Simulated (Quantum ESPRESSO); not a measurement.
Runs of Quantum ESPRESSO 7.5 on FeO. Symmetry: Pm-3m, No. 221, cubic system. Conventional cell: a = 2.612 Å, b = 2.612 Å, c = 2.612 Å, α = 90.00°, β = 90.00°, γ = 90.00°. Around Fe (site symmetry m-3m) lie 8 O at 2.26 Å. O (site symmetry m-3m) is surrounded by 8 Fe at 2.26 Å. The cell comes from a database or a generator and needn't be the stable form of this composition.

```csv
level,form of the LDA correlation,gap on the mesh (eV),pressure (GPa),moment (μB)
PBEsol+U,-,none,(a),4.00
PW91+U,-,none,11.4,4.00
revPBE+U,-,none,16.3,4.00
LDA+U,PZ81,none,(b),4.00
RPBE+U,-,none,17.9,4.00
```

Alike in all rows: task single point; potentials or basis PseudoDojo 0.4.1 SR PBE standard; spin collinear, ferromagnetic start; Fe d U = 3 eV; cell as given; k mesh 7 × 7 × 7; cutoff (eV) 1225; smearing gaussian 0.05 eV.

Task: Estimate the missing entries.

Result: (a) 2.4; (b) -5.3.

Caveats: the potentials were made for another functional, which shifts forces and pressure; a cell with one magnetic atom can't hold antiferromagnetic order, which such compounds often take.

A gap of «none» marks a metal or a gap under the smearing width.

Runs at the PBE level aren't shown here.
